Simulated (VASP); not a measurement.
**BN in VASP: one cell, several levels of theory**

BN in the wurtzite structure, under +2.0 % shear in the xy plane is computed at one geometry. Runs: PBE, r2SCAN. The results are then set beside those of Ansatz 0.2.0 for the same cell.

The runs shown are made with VASP 6.6.1. PAW datasets, plane waves. The values are computed, spin-unpolarised, and not measurements.

**1. Starting point**

The cell comes from an earlier relaxation with r2SCAN in another program, then strained, with the atoms relaxed again.

Space group P2_1 (No. 4), monoclinic; conventional cell a = 2.522 Å, b = 4.208 Å, c = 2.544 Å, β = 119.1°, 5.90 Å³ an atom. B has 4 N at 1.55–1.58 Å; N has 4 B at 1.55–1.58 Å.

As a file:

```cif
data_structure
_symmetry_space_group_name_H-M 'P 1'
_symmetry_Int_Tables_number 1
_cell_length_a 2.5441
_cell_length_b 2.5220
_cell_length_c 4.2078
_cell_angle_alpha 90.000
_cell_angle_beta 90.000
_cell_angle_gamma 119.138
_cell_volume 23.58
loop_
_atom_site_label
_atom_site_type_symbol
_atom_site_fract_x
_atom_site_fract_y
_atom_site_fract_z
_atom_site_occupancy
B1 B 0.33376 0.66672 0.00021 1
B2 B 0.66624 0.33328 0.50021 1
N1 N 0.33191 0.66676 0.37479 1
N2 N 0.66809 0.33324 0.87479 1
```

**2. PBE**

File INCAR:

```
ENCUT = 520.000000
SIGMA = 0.020000
EDIFF = 1.00e-07
GGA = PE
PREC = Accurate
IBRION = -1
ISIF = 2
ISMEAR = -1
NBANDS = 16
NELM = 120
NSW = 0
LASPH = .TRUE.
LCHARG = .FALSE.
LWAVE = .FALSE.
LREAL = .FALSE.
```

File KPOINTS:

```
KPOINTS created by Atomic Simulation Environment
0
Gamma
12 12 6
0 0 0
```

File KPOINTS_OPT:

```
special points
7
Reciprocal
0.0000000000 0.0000000000 0.0000000000 1
0.5000000000 0.0000000000 0.0000000000 1
0.3333333333 0.3333333333 0.0000000000 1
0.0000000000 0.0000000000 0.5000000000 1
0.5000000000 0.0000000000 0.5000000000 1
0.3333333333 0.3333333333 0.5000000000 1
0.1000000000 0.0000000000 0.0000000000 1
```

File POSCAR:

```
B  N
 1.0000000000000000
     2.5439499987000000    0.0254395000000000    0.0000000000000000
    -1.2499437461000000    2.1904055749000002    0.0000000000000000
     0.0000000000000000    0.0000000000000000    4.2078153393999997
 B   N
   2   2
Cartesian
  0.0157016177415480  1.4688721035107386  0.0009023532397620
  1.2783046348584517  0.7469729713892613  2.1048100229397617
  0.0109447823220683  1.4689090654184620  1.5770283990352378
  1.2830614702779317  0.7469360094815379  3.6809360687352379
```

The run uses the recommended PBE PAW datasets (16 valence electrons a neutral cell).

OSZICAR:

```text
N       E                     dE             d eps       ncg     rms          rms(c)
DAV:   1     0.384170108878E+02    0.38417E+02   -0.83755E+03  9504   0.975E+02
DAV:   2    -0.345048650950E+02   -0.72922E+02   -0.68278E+02 13640   0.230E+02
DAV:   3    -0.367626482746E+02   -0.22578E+01   -0.22529E+01 10800   0.371E+01
DAV:   4    -0.367679616554E+02   -0.53134E-02   -0.53130E-02 11624   0.206E+00
DAV:   5    -0.367679760982E+02   -0.14443E-04   -0.14443E-04 10528   0.985E-02    0.951E+00
DAV:   6    -0.349826137983E+02    0.17854E+01   -0.22359E+00 12016   0.136E+01    0.452E+00
DAV:   7    -0.348441844862E+02    0.13843E+00   -0.32411E-01 12152   0.458E+00    0.276E+00
DAV:   8    -0.348164492208E+02    0.27735E-01   -0.53514E-02 11296   0.189E+00    0.259E-01
DAV:   9    -0.348152422026E+02    0.12070E-02   -0.19299E-03 10904   0.524E-01    0.136E-01
DAV:  10    -0.348155158244E+02   -0.27362E-03   -0.48230E-04 11272   0.172E-01    0.255E-02
DAV:  11    -0.348155228732E+02   -0.70488E-05   -0.31882E-05 11864   0.548E-02    0.148E-02
DAV:  12    -0.348155241118E+02   -0.12386E-05   -0.56516E-06 11240   0.237E-02    0.198E-03
DAV:  13    -0.348155242009E+02   -0.89127E-07   -0.15978E-07  8616   0.418E-03
   1 F= -.34815524E+02 E0= -.34815524E+02  d E =-.111114E-12
       N       E                     dE             ncg
DAV:   1     0.639717774991E+04   -0.33321E+04      224
DAV:   2     0.585859962002E+04   -0.53858E+03      312
DAV:   3     0.584179526684E+04   -0.16804E+02      280
DAV:   4     0.584174951593E+04   -0.45751E-01      240
DAV:   5     0.584174940865E+04   -0.10728E-03      280
DAV:   6     0.584174940815E+04   -0.49835E-06      224
DAV:   7     0.584174940814E+04   -0.31341E-08      224
```

The lines after F= are the extra pass for the points of KPOINTS_OPT, at fixed density; their E is not a total energy.

Parts of OUTCAR:

```text
k-points           NKPTS =    296   k-points in BZ     NKDIM =    296   number of bands    NBANDS=     16

   NELECT =      16.0000    total number of electrons

   dimension x,y,z NGX =    20 NGY =   20 NGZ =   32
   dimension x,y,z NGXF=    40 NGYF=   40 NGZF=   64

  energy-cutoff  :      520.00
  volume of cell :       23.58
      direct lattice vectors                 reciprocal lattice vectors
     2.543949999  0.025439500  0.000000000     0.390859070  0.223041730  0.000000000
    -1.249943746  2.190405575  0.000000000    -0.004539460  0.453946037  0.000000000
     0.000000000  0.000000000  4.207815339     0.000000000  0.000000000  0.237653015

 k-points in reciprocal lattice and weights: KPOINTS created by Atomic Simulation Env
   0.00000000  0.00000000  0.00000000       0.001
   0.08333333 -0.00000000  0.00000000       0.002
   0.16666667  0.00000000  0.00000000       0.002
   0.25000000  0.00000000  0.00000000       0.002
   0.33333333  0.00000000  0.00000000       0.002
   0.41666667  0.00000000  0.00000000       0.002
   0.50000000  0.00000000  0.00000000       0.001
  -0.00000000  0.08333333  0.00000000       0.002
[... 288 more k-points ...]

 E-fermi :   8.1186

 k-point     1 :       0.0000    0.0000    0.0000
  band No.  band energies     occupation
      1     -12.8456      2.00000
      2      -8.6827      2.00000
      3      -3.3542      2.00000
      4       5.3637      2.00000
      5       5.5479      2.00000
      6       7.3153      2.00000
      7       7.5133      2.00000
      8       7.6581      2.00000
      9      15.7655      0.00000
     10      16.0805      0.00000
     11      16.2025      0.00000
     12      17.2438      0.00000
     13      18.3141      0.00000
     14      19.4158      0.00000
     15      19.6850      0.00000
     16      23.8331      0.00000

 k-point     2 :       0.0833   -0.0000    0.0000
  band No.  band energies     occupation
      1     -12.6970      2.00000
      2      -8.5696      2.00000
      3      -3.2069      2.00000
      4       4.6653      2.00000
      5       5.2701      2.00000
      6       6.9435      2.00000
      7       7.1595      2.00000
      8       7.5014      2.00000
      9      15.7079      0.00000
     10      16.3695      0.00000
     11      16.4408      0.00000
     12      17.6257      0.00000
     13      18.9013      0.00000
     14      19.4506      0.00000
     15      20.0754      0.00000
     16      23.5944      0.00000

 k-point     3 :       0.1667    0.0000    0.0000
  band No.  band energies     occupation
      1     -12.2562      2.00000
      2      -8.2463      2.00000
      3      -2.7703      2.00000
      4       2.9846      2.00000
      5       4.6336      2.00000
      6       5.5255      2.00000
      7       6.6949      2.00000
      8       7.0908      2.00000
      9      15.4508      0.00000
     10      16.8053      0.00000
     11      17.0827      0.00000
     12      18.5939      0.00000
     13      19.4480      0.00000
     14      20.3505      0.00000
     15      21.1870      0.00000
     16      22.8780      0.00000

 k-point     4 :       0.2500    0.0000    0.0000
  band No.  band energies     occupation
      1     -11.5405      2.00000
      2      -7.7759      2.00000
      3      -2.0653      2.00000
      4       1.0153      2.00000
      5       3.7574      2.00000
      6       3.9193      2.00000
      7       5.9296      2.00000
      8       6.5617      2.00000
      9      15.1170      0.00000
     10      16.9678      0.00000
     11      17.7900      0.00000
     12      18.7553      0.00000
     13      20.0019      0.00000
     14      21.6328      0.00000
     15      22.6125      0.00000
     16      22.8685      0.00000

 k-point     5 :       0.3333    0.0000    0.0000
  band No.  band energies     occupation
      1     -10.5917      2.00000
      2      -7.3262      2.00000
      3      -1.1533      2.00000
      4      -0.7197      2.00000
      5       1.9987      2.00000
      6       3.3153      2.00000
      7       4.8987      2.00000
      8       6.0773      2.00000
      9      14.8385      0.00000
     10      16.5022      0.00000
     11      18.2095      0.00000
     12      19.1369      0.00000
     13      19.7477      0.00000
     14      22.8263      0.00000
     15      23.2764      0.00000
     16      24.0211      0.00000

[... the tables of k-points 6 to 296 left out ...]

  Total        0.7458875      0.7725643      0.7078544     -1.2050642      0.0000000      0.0000000
  in kB       50.6783981     52.4909250     48.0942883    -81.8765927      0.0000000      0.0000000
  external PRESSURE =      50.4212038 kB  Pullay stress =       0.0000000 kB

 POSITION                                       TOTAL-FORCE (eV/Angst)
 -----------------------------------------------------------------------------------
      0.01570      1.46887      0.00090        -0.018853     -0.000347      0.009551
      1.27830      0.74697      2.10481         0.018853      0.000347      0.009551
      0.01094      1.46891      1.57703        -0.016707     -0.000321     -0.009551
      1.28306      0.74694      3.68094         0.016707      0.000321     -0.009551
 -----------------------------------------------------------------------------------
    total drift:                               -0.000000     -0.000000     -0.000195

  FREE ENERGIE OF THE ION-ELECTRON SYSTEM (eV)
  ---------------------------------------------------
  free  energy   TOTEN  =       -34.8155242009 eV

  energy  without entropy=      -34.8155242009  energy(sigma->0) =      -34.81552420
```

The levels at the points of KPOINTS_OPT are read from vasprun.xml.

Levels at the named points, in eV from the top of band v (v: the last filled band by count, c: the next):

| point | v−1 | v | c | c+1 |
| --- | --- | --- | --- | --- |
| Γ | -0.14 | 0.00 | 8.11 | 8.42 |
| M | -4.52 | -2.02 | 6.98 | 7.99 |
| K | -5.53 | -5.44 | 5.12 | 13.39 |
| A | -1.17 | -1.17 | 9.28 | 9.28 |
| L | -3.64 | -3.64 | 6.66 | 6.66 |
| H | -3.11 | -3.11 | 9.27 | 9.27 |

The PBE gap is 5.12 eV and indirect (Γ to K), with 8.11 eV as the least direct one. Pressure: 5.04 GPa, and the largest force is 0.021 eV/Å, on atom 1 (B).

**3. r2SCAN at this geometry**

File INCAR:

```
ENCUT = 520.000000
SIGMA = 0.010000
EDIFF = 1.00e-07
ALGO = Normal
METAGGA = R2SCAN
PREC = Accurate
IBRION = -1
ISIF = 2
ISMEAR = 0
NBANDS = 16
NELM = 120
NSW = 0
LASPH = .TRUE.
LCHARG = .FALSE.
LWAVE = .FALSE.
LREAL = .FALSE.
```

KPOINTS is that of step 2.

KPOINTS_OPT is that of step 2.

POSCAR is that of step 2.

OSZICAR:

```text
N       E                     dE             d eps       ncg     rms          rms(c)
DAV:   1     0.326243044561E+02    0.32624E+02   -0.86042E+03  9496   0.100E+03
DAV:   2    -0.424371621482E+02   -0.75061E+02   -0.70197E+02 13584   0.238E+02
DAV:   3    -0.447599453343E+02   -0.23228E+01   -0.23177E+01 10928   0.383E+01
DAV:   4    -0.447656091952E+02   -0.56639E-02   -0.56635E-02 11560   0.216E+00
DAV:   5    -0.447656250891E+02   -0.15894E-04   -0.15894E-04 10776   0.105E-01    0.938E+00
DAV:   6    -0.382604343779E+02    0.65052E+01   -0.16817E+00 11808   0.110E+01    0.503E+00
DAV:   7    -0.382561327955E+02    0.43016E-02   -0.54056E-01 12424   0.578E+00    0.262E+00
DAV:   8    -0.382564454687E+02   -0.31267E-03   -0.34101E-02 11720   0.187E+00    0.329E-01
DAV:   9    -0.382535997173E+02    0.28458E-02   -0.44494E-03 12056   0.862E-01    0.975E-02
DAV:  10    -0.382537963102E+02   -0.19659E-03   -0.82036E-04 10176   0.233E-01    0.825E-02
DAV:  11    -0.382537599086E+02    0.36402E-04   -0.68515E-05  9880   0.899E-02    0.168E-02
DAV:  12    -0.382537608762E+02   -0.96760E-06   -0.14017E-05 12240   0.345E-02    0.422E-03
DAV:  13    -0.382537611153E+02   -0.23905E-06   -0.35022E-07 10664   0.543E-03    0.264E-03
DAV:  14    -0.382537611119E+02    0.33835E-08   -0.27718E-08  4752   0.205E-03
   1 F= -.38253761E+02 E0= -.38253761E+02  d E =-.376884E-81
       N       E                     dE             ncg
DAV:   1     0.636231910986E+04   -0.33669E+04      224
DAV:   2     0.579878625470E+04   -0.56353E+03      312
DAV:   3     0.578132051589E+04   -0.17466E+02      288
DAV:   4     0.578127339014E+04   -0.47126E-01      232
DAV:   5     0.578127328737E+04   -0.10277E-03      280
DAV:   6     0.578127328694E+04   -0.43227E-06      224
DAV:   7     0.578127328694E+04   -0.20100E-08      240
```

From OUTCAR:

```text
k-points           NKPTS =    296   k-points in BZ     NKDIM =    296   number of bands    NBANDS=     16

   NELECT =      16.0000    total number of electrons

   dimension x,y,z NGX =    20 NGY =   20 NGZ =   32
   dimension x,y,z NGXF=    40 NGYF=   40 NGZF=   64

  energy-cutoff  :      520.00
  volume of cell :       23.58
      direct lattice vectors                 reciprocal lattice vectors
     2.543949999  0.025439500  0.000000000     0.390859070  0.223041730  0.000000000
    -1.249943746  2.190405575  0.000000000    -0.004539460  0.453946037  0.000000000
     0.000000000  0.000000000  4.207815339     0.000000000  0.000000000  0.237653015

 k-points in reciprocal lattice and weights: KPOINTS created by Atomic Simulation Env
   0.00000000  0.00000000  0.00000000       0.001
   0.08333333 -0.00000000  0.00000000       0.002
   0.16666667  0.00000000  0.00000000       0.002
   0.25000000  0.00000000  0.00000000       0.002
   0.33333333  0.00000000  0.00000000       0.002
   0.41666667  0.00000000  0.00000000       0.002
   0.50000000  0.00000000  0.00000000       0.001
  -0.00000000  0.08333333  0.00000000       0.002
[... 288 more k-points ...]

 E-fermi :   7.6363

 k-point     1 :       0.0000    0.0000    0.0000
  band No.  band energies     occupation
      1     -14.0659      2.00000
      2      -9.8257      2.00000
      3      -3.9047      2.00000
      4       5.1231      2.00000
      5       5.3130      2.00000
      6       7.1570      2.00000
      7       7.3557      2.00000
      8       7.5038      2.00000
      9      16.2917      0.00000
     10      16.6158      0.00000
     11      16.7397      0.00000
     12      17.7565      0.00000
     13      18.8957      0.00000
     14      20.1059      0.00000
     15      20.3839      0.00000
     16      24.8786      0.00000

 k-point     2 :       0.0833   -0.0000    0.0000
  band No.  band energies     occupation
      1     -13.9122      2.00000
      2      -9.7092      2.00000
      3      -3.7519      2.00000
      4       4.3933      2.00000
      5       5.0246      2.00000
      6       6.7569      2.00000
      7       6.9962      2.00000
      8       7.3427      2.00000
      9      16.2369      0.00000
     10      16.9181      0.00000
     11      16.9846      0.00000
     12      18.1635      0.00000
     13      19.5163      0.00000
     14      20.1427      0.00000
     15      20.8036      0.00000
     16      24.5927      0.00000

 k-point     3 :       0.1667    0.0000    0.0000
  band No.  band energies     occupation
      1     -13.4564      2.00000
      2      -9.3770      2.00000
      3      -3.2993      2.00000
      4       2.6400      2.00000
      5       4.3628      2.00000
      6       5.2660      2.00000
      7       6.5166      2.00000
      8       6.9186      2.00000
      9      15.9570      0.00000
     10      17.3597      0.00000
     11      17.6664      0.00000
     12      19.2158      0.00000
     13      20.0901      0.00000
     14      21.0998      0.00000
     15      21.9979      0.00000
     16      23.7307      0.00000

 k-point     4 :       0.2500    0.0000    0.0000
  band No.  band energies     occupation
      1     -12.7179      2.00000
      2      -8.8956      2.00000
      3      -2.5689      2.00000
      4       0.5914      2.00000
      5       3.4097      2.00000
      6       3.6191      2.00000
      7       5.7267      2.00000
      8       6.3697      2.00000
      9      15.5905      0.00000
     10      17.5358      0.00000
     11      18.4017      0.00000
     12      19.3693      0.00000
     13      20.6490      0.00000
     14      22.4768      0.00000
     15      23.5293      0.00000
     16      23.7700      0.00000

 k-point     5 :       0.3333    0.0000    0.0000
  band No.  band energies     occupation
      1     -11.7435      2.00000
      2      -8.4371      2.00000
      3      -1.6161      2.00000
      4      -1.2181      2.00000
      5       1.5697      2.00000
      6       2.9896      2.00000
      7       4.6649      2.00000
      8       5.8654      2.00000
      9      15.2862      0.00000
     10      17.0352      0.00000
     11      18.8272      0.00000
     12      19.7725      0.00000
     13      20.3550      0.00000
     14      23.7790      0.00000
     15      24.2336      0.00000
     16      25.0643      0.00000

[... the tables of k-points 6 to 296 left out ...]

  Total        0.1779107      0.2066536      0.1588565     -1.2428092      0.0000000      0.0000000
  in kB       12.0879209     14.0408254     10.7933077    -84.4411250      0.0000000      0.0000000
  external PRESSURE =      12.3073513 kB  Pullay stress =       0.0000000 kB

 POSITION                                       TOTAL-FORCE (eV/Angst)
 -----------------------------------------------------------------------------------
      0.01570      1.46887      0.00090        -0.003683     -0.000192      0.003170
      1.27830      0.74697      2.10481         0.003683      0.000192      0.003170
      0.01094      1.46891      1.57703        -0.003640     -0.000154     -0.003170
      1.28306      0.74694      3.68094         0.003640      0.000154     -0.003170
 -----------------------------------------------------------------------------------
    total drift:                                0.000000     -0.000000     -0.002325

  FREE ENERGIE OF THE ION-ELECTRON SYSTEM (eV)
  ---------------------------------------------------
  free  energy   TOTEN  =       -38.2537611119 eV

  energy  without entropy=      -38.2537611119  energy(sigma->0) =      -38.25376111
```

The levels at the points of KPOINTS_OPT are read from vasprun.xml.

Levels at the named points, in eV from the top of band v (v: the last filled band by count, c: the next):

| point | v−1 | v | c | c+1 |
| --- | --- | --- | --- | --- |
| Γ | -0.15 | 0.00 | 8.79 | 9.11 |
| M | -4.64 | -2.10 | 7.56 | 8.62 |
| K | -5.72 | -5.65 | 5.64 | 14.33 |
| A | -1.21 | -1.21 | 10.00 | 10.00 |
| L | -3.79 | -3.79 | 7.26 | 7.26 |
| H | -3.23 | -3.23 | 9.96 | 9.96 |

Gap with r2SCAN: 5.64 eV, valence top at Γ, conduction bottom at K. Least direct gap: 8.79 eV. The pressure is 1.23 GPa; the forces vanish within 0.01 eV/Å.

**4. Results**

```
 level  gap (eV)  pressure (GPa)  Ansatz: gap (eV)  Ansatz: pressure (GPa)
   PBE      5.12            5.04              5.13                    4.77
r2SCAN      5.64            1.23              5.68                    0.11
```

**Reading.** The gap runs from 5.12 eV (PBE) to 5.64 eV (r2SCAN). At this one volume the pressure spans 1.2 GPa (r2SCAN) to 5.0 GPa (PBE): PBE wants the largest cell and r2SCAN the smallest. The two programs agree on the gap within 0.04 eV, far less than the spread between functionals. Datasets and cutoffs are each program's own.
